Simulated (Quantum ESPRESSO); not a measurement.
# CdO (Monteponite) (Fm-3m) in Quantum ESPRESSO: further runs

One crystal, CdO (Monteponite), is run at these levels: LDA, PBEsol; tasks: band structure.

Everything below comes from runs of Quantum ESPRESSO 7.5. Logs are shortened: lines on timing, memory, paths and dates and some standing lists are left out, and cuts for length are marked.

## 1. The structure

Symmetry: Fm-3m, No. 225, cubic system. Conventional cell: a = 4.699 Å, b = 4.699 Å, c = 4.699 Å, α = 90.00°, β = 90.00°, γ = 90.00°. Cd (site symmetry m-3m) is surrounded by 6 O at 2.35 Å. O (site symmetry m-3m) has 6 Cd at 2.35 Å as nearest neighbours.

## 2. Band structure, LDA

Input file pw.in:

```
&CONTROL
  calculation = 'scf'
  prefix = 'pwscf'
  outdir = './tmp'
  pseudo_dir = './pseudo'
  tprnfor = .true.
  tstress = .true.
  disk_io = 'low'
/
&SYSTEM
  ibrav = 0
  A = 3.32269476
  nat = 2
  ntyp = 2
  ecutwfc = 88
  nbnd = 20
  input_dft = 'pz'
  occupations = 'smearing'
  smearing = 'fd'
  degauss = 0.00367493
/
&ELECTRONS
  conv_thr = 4d-10
  electron_maxstep = 120
  mixing_beta = 0.5
/
ATOMIC_SPECIES
Cd   112.4140 Cd_ONCV_PBE-1.2.upf
O     15.9990 O_ONCV_PBE-1.2.upf
CELL_PARAMETERS alat
   0.0000000000    0.7071067822    0.7071067822
   0.7071067822    0.0000000000    0.7071067822
   0.7071067822    0.7071067822    0.0000000000
ATOMIC_POSITIONS alat
Cd     0.0000000000    0.0000000000    0.0000000000
O      0.7071067822    0.7071067822    0.7071067822
K_POINTS automatic
10 10 10 0 0 0
```

Input file pp_density.in:

```
&INPUTPP
  prefix = 'pwscf'
  outdir = './tmp'
  filplot = 'density.dat'
  plot_num = 0
/
&PLOT
  nfile = 1
  filepp(1) = 'density.dat'
  iflag = 3
  output_format = 6
  fileout = 'density.cube'
/
```

Input file pp_potential.in:

```
&INPUTPP
  prefix = 'pwscf'
  outdir = './tmp'
  filplot = 'potential.dat'
  plot_num = 11
/
&PLOT
  nfile = 1
  filepp(1) = 'potential.dat'
  iflag = 3
  output_format = 6
  fileout = 'potential.cube'
/
```

Input file pp_elf.in:

```
&INPUTPP
  prefix = 'pwscf'
  outdir = './tmp'
  filplot = 'elf.dat'
  plot_num = 8
/
&PLOT
  nfile = 1
  filepp(1) = 'elf.dat'
  iflag = 3
  output_format = 6
  fileout = 'elf.cube'
/
```

Input file bands.in:

```
&CONTROL
  calculation = 'bands'
  prefix = 'pwscf'
  outdir = './tmp'
  pseudo_dir = './pseudo'
  disk_io = 'low'
  verbosity = 'high'
/
&SYSTEM
  ibrav = 0
  A = 3.32269476
  nat = 2
  ntyp = 2
  ecutwfc = 88
  nbnd = 20
  input_dft = 'pz'
  occupations = 'smearing'
  smearing = 'fd'
  degauss = 0.00367493
/
&ELECTRONS
  conv_thr = 1d-08
  electron_maxstep = 120
  mixing_beta = 0.5
  diago_full_acc = .true.
  startingwfc = 'random'
/
ATOMIC_SPECIES
Cd   112.4140 Cd_ONCV_PBE-1.2.upf
O     15.9990 O_ONCV_PBE-1.2.upf
CELL_PARAMETERS alat
   0.0000000000    0.7071067822    0.7071067822
   0.7071067822    0.0000000000    0.7071067822
   0.7071067822    0.7071067822    0.0000000000
ATOMIC_POSITIONS alat
Cd     0.0000000000    0.0000000000    0.0000000000
O      0.7071067822    0.7071067822    0.7071067822
K_POINTS crystal
60
 0.0000000000  0.0000000000  0.0000000000 1
 0.0625000000  0.0000000000  0.0625000000 1
 0.1250000000  0.0000000000  0.1250000000 1
 0.1875000000  0.0000000000  0.1875000000 1
 0.2500000000  0.0000000000  0.2500000000 1
 0.3125000000  0.0000000000  0.3125000000 1
 0.3750000000  0.0000000000  0.3750000000 1
 0.4375000000  0.0000000000  0.4375000000 1
 0.5000000000  0.0000000000  0.5000000000 1
 0.5000000000  0.0625000000  0.5625000000 1
 0.5000000000  0.1250000000  0.6250000000 1
 0.5000000000  0.1875000000  0.6875000000 1
 0.5000000000  0.2500000000  0.7500000000 1
 0.4375000000  0.3125000000  0.7500000000 1
 0.3750000000  0.3750000000  0.7500000000 1
 0.3375000000  0.3375000000  0.6750000000 1
 0.3000000000  0.3000000000  0.6000000000 1
 0.2625000000  0.2625000000  0.5250000000 1
 0.2250000000  0.2250000000  0.4500000000 1
 0.1875000000  0.1875000000  0.3750000000 1
 0.1500000000  0.1500000000  0.3000000000 1
 0.1125000000  0.1125000000  0.2250000000 1
 0.0750000000  0.0750000000  0.1500000000 1
 0.0375000000  0.0375000000  0.0750000000 1
 0.0000000000  0.0000000000  0.0000000000 1
 0.0625000000  0.0625000000  0.0625000000 1
 0.1250000000  0.1250000000  0.1250000000 1
 0.1875000000  0.1875000000  0.1875000000 1
 0.2500000000  0.2500000000  0.2500000000 1
 0.3125000000  0.3125000000  0.3125000000 1
 0.3750000000  0.3750000000  0.3750000000 1
 0.4375000000  0.4375000000  0.4375000000 1
 0.5000000000  0.5000000000  0.5000000000 1
 0.5250000000  0.4500000000  0.5250000000 1
 0.5500000000  0.4000000000  0.5500000000 1
 0.5750000000  0.3500000000  0.5750000000 1
 0.6000000000  0.3000000000  0.6000000000 1
 0.6250000000  0.2500000000  0.6250000000 1
 0.5833333333  0.2500000000  0.6666666667 1
 0.5416666667  0.2500000000  0.7083333333 1
 0.5000000000  0.2500000000  0.7500000000 1
 0.5000000000  0.2857142857  0.7142857143 1
 0.5000000000  0.3214285714  0.6785714286 1
 0.5000000000  0.3571428571  0.6428571429 1
 0.5000000000  0.3928571429  0.6071428571 1
 0.5000000000  0.4285714286  0.5714285714 1
 0.5000000000  0.4642857143  0.5357142857 1
 0.5000000000  0.5000000000  0.5000000000 1
 0.4821428571  0.4821428571  0.5357142857 1
 0.4642857143  0.4642857143  0.5714285714 1
 0.4464285714  0.4464285714  0.6071428571 1
 0.4285714286  0.4285714286  0.6428571429 1
 0.4107142857  0.4107142857  0.6785714286 1
 0.3928571429  0.3928571429  0.7142857143 1
 0.3750000000  0.3750000000  0.7500000000 1
 0.6250000000  0.2500000000  0.6250000000 1
 0.5937500000  0.1875000000  0.5937500000 1
 0.5625000000  0.1250000000  0.5625000000 1
 0.5312500000  0.0625000000  0.5312500000 1
 0.5000000000  0.0000000000  0.5000000000 1
```

Potentials or basis: SG15 PBE 1.2.

Command:

```bash
$ OMP_NUM_THREADS=1 pw.x -in pw.in > pw.out
$ OMP_NUM_THREADS=1 pp.x -in pp_density.in > pp_density.out
$ OMP_NUM_THREADS=1 pp.x -in pp_potential.in > pp_potential.out
$ OMP_NUM_THREADS=1 pp.x -in pp_elf.in > pp_elf.out
$ OMP_NUM_THREADS=1 pw.x -in bands.in > bands.out
```

pw.out:

```text
This program is part of the open-source Quantum ESPRESSO suite
     for quantum simulation of materials; please cite
         "P. Giannozzi et al., J. Phys.:Condens. Matter 21 395502 (2009);
         "P. Giannozzi et al., J. Phys.:Condens. Matter 29 465901 (2017);
         "P. Giannozzi et al., J. Chem. Phys. 152 154105 (2020);
     in publications or presentations arising from this work. More details at

     IMPORTANT: XC functional enforced from input :
     Exchange-correlation= PZ
                           (   1   1   0   0   0   0   0)
     Any further DFT definition will be discarded
     Please, verify this is what you really want

     Message from routine setup:
     using ibrav=0 with symmetry is DISCOURAGED, use correct ibrav instead

     G-vector sticks info
     --------------------
     sticks:   dense  smooth     PW     G-vecs:    dense   smooth      PW
     Sum         955     955    295                19579    19579    3215

     Using Slab Decomposition

     bravais-lattice index     =            0
     lattice parameter (alat)  =       6.2790  a.u.
     unit-cell volume          =     175.0463 (a.u.)^3
     number of atoms/cell      =            2
     number of atomic types    =            2
     number of electrons       =        26.00
     number of Kohn-Sham states=           20
     kinetic-energy cutoff     =      88.0000  Ry
     charge density cutoff     =     352.0000  Ry
     scf convergence threshold =      4.0E-10
     mixing beta               =       0.5000
     number of iterations used =            8  plain     mixing
     Exchange-correlation= PZ
                           (   1   1   0   0   0   0   0)

     celldm(1)=   6.278983  celldm(2)=   0.000000  celldm(3)=   0.000000
     celldm(4)=   0.000000  celldm(5)=   0.000000  celldm(6)=   0.000000

     crystal axes: (cart. coord. in units of alat)
               a(1) = (   0.000000   0.707107   0.707107 )
               a(2) = (   0.707107   0.000000   0.707107 )
               a(3) = (   0.707107   0.707107   0.000000 )

     reciprocal axes: (cart. coord. in units 2 pi/alat)
               b(1) = ( -0.707107  0.707107  0.707107 )
               b(2) = (  0.707107 -0.707107  0.707107 )
               b(3) = (  0.707107  0.707107 -0.707107 )

     PseudoPot. # 1 for Cd read from file:
     Cd_ONCV_PBE-1.2.upf
     Pseudo is Norm-conserving, Zval = 20.0
     Generated using ONCVPSP code by D. R. Hamann
     Using radial grid of  602 points,  6 beta functions with:
                l(1) =   0
                l(2) =   0
                l(3) =   1
                l(4) =   1
                l(5) =   2
                l(6) =   2

     PseudoPot. # 2 for O  read from file:
     O_ONCV_PBE-1.2.upf
     Pseudo is Norm-conserving, Zval =  6.0
     Generated using ONCVPSP code by D. R. Hamann
     Using radial grid of  602 points,  4 beta functions with:
                l(1) =   0
                l(2) =   0
                l(3) =   1
                l(4) =   1

     atomic species   valence    mass     pseudopotential
     Cd               20.00   112.41400     Cd( 1.00)
     O                 6.00    15.99900     O ( 1.00)

     48 Sym. Ops., with inversion, found

   Cartesian axes

     site n.     atom                  positions (alat units)
         1        Cd     tau(   1) = (   0.0000000   0.0000000   0.0000000  )
         2        O      tau(   2) = (   0.7071068   0.7071068   0.7071068  )

     number of k points=    47  Fermi-Dirac smearing, width (Ry)=  0.0037
                       cart. coord. in units 2pi/alat
        k(    1) = (   0.0000000   0.0000000   0.0000000), wk =   0.0020000
        k(    2) = (   0.0707107   0.0707107  -0.0707107), wk =   0.0160000
        k(    3) = (   0.1414214   0.1414214  -0.1414214), wk =   0.0160000
        k(    4) = (   0.2121320   0.2121320  -0.2121320), wk =   0.0160000
        k(    5) = (   0.2828427   0.2828427  -0.2828427), wk =   0.0160000
        k(    6) = (  -0.3535534  -0.3535534   0.3535534), wk =   0.0080000
[... 39 lines left out ...]
        k(   46) = (  -0.0707107  -0.3535534   0.6363961), wk =   0.0480000
        k(   47) = (  -0.7071068   0.2828427   0.0000000), wk =   0.0240000

     Dense  grid:    19579 G-vectors     FFT dimensions: (  40,  40,  40)

     Initial potential from superposition of free atoms

     starting charge      25.9646, renormalised to      26.0000
     Starting wfcs are random

     Self-consistent Calculation

     iteration #  1     ecut=    88.00 Ry     beta= 0.50
     Davidson diagonalization with overlap
     ethr =  1.00E-02,  avg # of iterations =  8.6

     total energy              =    -342.22199538 Ry
     estimated scf accuracy    <       0.35007010 Ry
[... 57 lines left out ...]
     iteration # 10     ecut=    88.00 Ry     beta= 0.50
     Davidson diagonalization with overlap
     ethr =  2.49E-12,  avg # of iterations =  2.0

     End of self-consistent calculation

          k = 0.0000 0.0000 0.0000 (  2421 PWs)   bands (ev):

   -86.5607 -47.4426 -47.4426 -47.4426  -3.4927   7.3838   7.3838   7.3838
     7.6994   7.6994  12.5292  12.5292  12.5292  13.2525  28.4296  30.7734
    30.7734  30.7734  31.7057  31.7057

          k = 0.0707 0.0707-0.0707 (  2451 PWs)   bands (ev):
[... 73 lines left out ...]
   -86.5602 -47.4505 -47.4452 -47.4436  -3.1061   7.0313   7.1141   7.2040
     7.5887   7.8202  10.5455  12.5954  13.5287  16.5754  24.3226  26.0605
    27.8936  31.3817  31.7098  34.2572

          k = 0.0000-0.1414 0.1414 (  2451 PWs)   bands (ev):

   -86.5605 -47.4463 -47.4439 -47.4430  -3.3120   7.2896   7.3144   7.3839
     7.4608   7.7132  11.0994  12.4676  13.0801  15.3213  26.3111  27.3676
    29.5486  30.8038  31.0102  33.4795

          k = 0.2828 0.0000-0.0000 (  2449 PWs)   bands (ev):
[... 31 lines left out ...]
   -86.5597 -47.4557 -47.4493 -47.4453  -2.7708   6.6496   6.8985   7.1216
     7.7943   8.0203  10.4154  12.0756  13.8803  18.9072  21.8209  23.5618
    26.3498  32.7304  33.3946  34.0610

          k = 0.0000-0.2828 0.2828 (  2435 PWs)   bands (ev):

   -86.5599 -47.4530 -47.4476 -47.4443  -2.9318   6.8253   6.9720   7.1539
     7.6562   7.9686  10.5308  12.1278  13.8432  17.7515  23.6176  23.9204
    27.0894  31.8157  32.9895  34.4851

          k = 0.4243-0.0000 0.0000 (  2449 PWs)   bands (ev):

   -86.5598 -47.4532 -47.4471 -47.4471  -2.9645   7.0450   7.0598   7.7536
     7.7536   7.8829  10.7897  12.0692  12.0692  17.8765  23.1913  25.6227
    27.1212  27.1212  37.7085  37.7628

          k = 0.4950 0.0707-0.0707 (  2435 PWs)   bands (ev):
[... 37 lines left out ...]
   -86.5594 -47.4569 -47.4519 -47.4485  -2.7511   6.9218   7.5357   7.6690
     8.0548   8.1813  10.1802  11.1198  12.3211  18.5817  22.3521  23.0413
    26.6676  28.7120  35.9833  37.6942

          k =-0.7071 0.0000 0.0000 (  2450 PWs)   bands (ev):

   -86.5594 -47.4587 -47.4494 -47.4494  -2.8175   6.8942   7.9818   8.1169
     8.1169   8.4237   9.4525  11.5252  11.5252  17.4822  22.3056  25.0430
    26.9673  26.9673  36.8202  38.6936

          k = 0.2828 0.1414 0.0000 (  2458 PWs)   bands (ev):

   -86.5602 -47.4501 -47.4457 -47.4442  -3.1041   6.9764   7.1894   7.3188
     7.5722   7.8499  10.7333  12.3186  13.1735  16.8647  25.0865  25.1118
    27.7742  29.5911  33.7516  35.1752

          k = 0.3536 0.2121-0.0707 (  2444 PWs)   bands (ev):
[... 37 lines left out ...]
   -86.5595 -47.4560 -47.4514 -47.4469  -2.7068   6.7741   7.0456   7.1690
     7.9276   8.0439  10.4572  11.6579  13.2956  20.0301  20.9450  23.0493
    25.8783  32.1708  32.7362  36.7922

          k = 0.0000-0.2828 0.4243 (  2441 PWs)   bands (ev):

   -86.5597 -47.4551 -47.4500 -47.4459  -2.7849   6.7802   7.0081   7.1251
     7.8082   8.0483  10.5354  11.7555  13.5535  19.0146  22.0927  23.2879
    26.2979  31.3696  33.8734  35.7965

          k =-0.1414-0.5657 0.7071 (  2432 PWs)   bands (ev):
[... 13 lines left out ...]
   -86.5594 -47.4547 -47.4539 -47.4481  -2.7071   6.9082   7.2142   7.3486
     8.0215   8.1288  10.7970  10.8611  12.7365  19.7229  21.8259  22.5189
    25.7232  30.8351  33.7112  38.3653

          k =-0.7071 0.1414 0.0000 (  2428 PWs)   bands (ev):

   -86.5594 -47.4578 -47.4503 -47.4495  -2.7816   6.9376   7.6866   7.8189
     8.1170   8.3482   9.8590  11.4354  11.7394  18.1008  22.3278  24.0394
    26.1828  28.4576  36.6274  37.3379

          k =-0.1414-0.4243 0.7071 (  2428 PWs)   bands (ev):
[... 7 lines left out ...]
   -86.5594 -47.4550 -47.4532 -47.4487  -2.7072   7.0131   7.1998   7.2448
     8.0661   8.1928  10.6209  11.1670  12.3970  19.8340  21.9242  22.8195
    24.9466  32.1076  32.4452  38.8301

          k =-0.7071 0.2828 0.0000 (  2450 PWs)   bands (ev):

   -86.5594 -47.4555 -47.4526 -47.4495  -2.7219   7.0896   7.2168   7.3880
     8.1172   8.3186  10.5530  11.1216  11.9787  19.4018  22.4867  23.0049
    24.6604  30.9253  33.6945  38.5135

     the Fermi energy is    14.1406 ev

!    total energy              =    -342.35911944 Ry
     estimated scf accuracy    <          1.3E-11 Ry
     smearing contrib. (-TS)   =      -0.00004664 Ry
     internal energy E=F+TS    =    -342.35907279 Ry

     The total energy is F=E-TS. E is the sum of the following terms:
     one-electron contribution =    -128.66792267 Ry
     hartree contribution      =      75.10825342 Ry
     xc contribution           =     -34.22949358 Ry
     ewald contribution        =    -254.56990995 Ry

     convergence has been achieved in  10 iterations

     Forces acting on atoms (cartesian axes, Ry/au):

     atom    1 type  1   force =     0.00000000    0.00000000    0.00000000
     atom    2 type  2   force =     0.00000000    0.00000000    0.00000000

     Total force =     0.000000     Total SCF correction =     0.000000

     Computing stress (Cartesian axis) and pressure

          total   stress  (Ry/bohr**3)                   (kbar)     P=      -68.26
  -0.00046401   0.00000000   0.00000000          -68.26        0.00        0.00
   0.00000000  -0.00046401   0.00000000            0.00      -68.26        0.00
   0.00000000   0.00000000  -0.00046401            0.00        0.00      -68.26

=------------------------------------------------------------------------------=
   JOB DONE.
=------------------------------------------------------------------------------=
```

It took 76 s on 1 thread of Arm Neoverse V1, shared host; peak memory 0.09 GiB.

What came out:

* Free energy: -4658.0331 eV
* Pressure: -6.8 GPa
* Band gap on the k mesh: none (metal or under the smearing width)

Levels at the corners of the path, in eV from the Fermi level:
| point | band 11 | band 12 | band 13 | band 14 | band 15 | band 16 |
| --- | --- | --- | --- | --- | --- | --- |
| Γ | -1.61 | -1.61 | -1.61 | -0.89 | 14.29 | 16.63 |
| X | -4.69 | -2.62 | -2.62 | 3.34 | 8.17 | 10.90 |
| W | -3.27 | -3.27 | -2.13 | 5.56 | 8.55 | 8.55 |
| K | -3.68 | -3.16 | -1.48 | 4.93 | 8.21 | 8.25 |
| Γ | -1.61 | -1.61 | -1.61 | -0.89 | 14.29 | 16.63 |
| L | -4.03 | -0.16 | -0.16 | 3.94 | 6.96 | 11.33 |
| U | -3.68 | -3.16 | -1.48 | 4.93 | 8.21 | 8.25 |
| W | -3.27 | -3.27 | -2.13 | 5.56 | 8.55 | 8.55 |
| L | -4.03 | -0.16 | -0.16 | 3.94 | 6.96 | 11.33 |
| K | -3.68 | -3.16 | -1.48 | 4.93 | 8.21 | 8.25 |
| U | -3.68 | -3.16 | -1.48 | 4.93 | 8.21 | 8.25 |
| X | -4.69 | -2.62 | -2.62 | 3.34 | 8.17 | 10.90 |

Caveat: the potentials were made for another functional, which shifts forces and pressure.

## 3. Band structure, PBEsol

pw.in, as its differences from that of step 2:

```diff
@@ -16,3 +16,3 @@
   nbnd = 20
-  input_dft = 'pz'
+  input_dft = 'pbesol'
   occupations = 'smearing'
```

bands.in, as its differences from that of step 2:

```diff
@@ -15,3 +15,3 @@
   nbnd = 20
-  input_dft = 'pz'
+  input_dft = 'pbesol'
   occupations = 'smearing'
```

Potentials or basis: SG15 PBE 1.2.

Command:

```bash
$ OMP_NUM_THREADS=1 pw.x -in pw.in > pw.out
$ OMP_NUM_THREADS=1 pw.x -in bands.in > bands.out
```

It took 74 s on 1 thread of Arm Neoverse V1, shared host; peak memory 0.09 GiB.

It converged, with:

```yaml
Free_energy: -4659.5904 eV
Pressure: -0.8 GPa
Band_gap_on_the_k_mesh: none (metal or under the smearing width)
```

Levels at the corners of the path, in eV from the Fermi level:
```csv
point,band 10,band 11,band 12,band 13,band 14,band 15,band 16,band 17
Γ,-6.52,-1.55,-1.55,-1.55,-0.72,14.33,16.72,16.72
X,-5.81,-4.58,-2.54,-2.54,3.59,8.26,10.90,13.03
W,-5.91,-3.21,-3.21,-2.07,5.75,8.63,8.63,10.43
K,-6.11,-3.62,-3.09,-1.45,5.16,8.31,8.35,12.62
Γ,-6.52,-1.55,-1.55,-1.55,-0.72,14.33,16.72,16.72
L,-6.27,-4.00,-0.16,-0.16,4.10,7.08,11.58,11.58
U,-6.11,-3.62,-3.09,-1.45,5.16,8.31,8.35,12.62
W,-5.91,-3.21,-3.21,-2.07,5.75,8.63,8.63,10.43
L,-6.27,-4.00,-0.16,-0.16,4.10,7.08,11.58,11.58
K,-6.11,-3.62,-3.09,-1.45,5.16,8.31,8.35,12.62
U,-6.11,-3.62,-3.09,-1.45,5.16,8.31,8.35,12.62
X,-5.81,-4.58,-2.54,-2.54,3.59,8.26,10.90,13.03
```

Caveat: the potentials were made for another functional, which shifts forces and pressure.
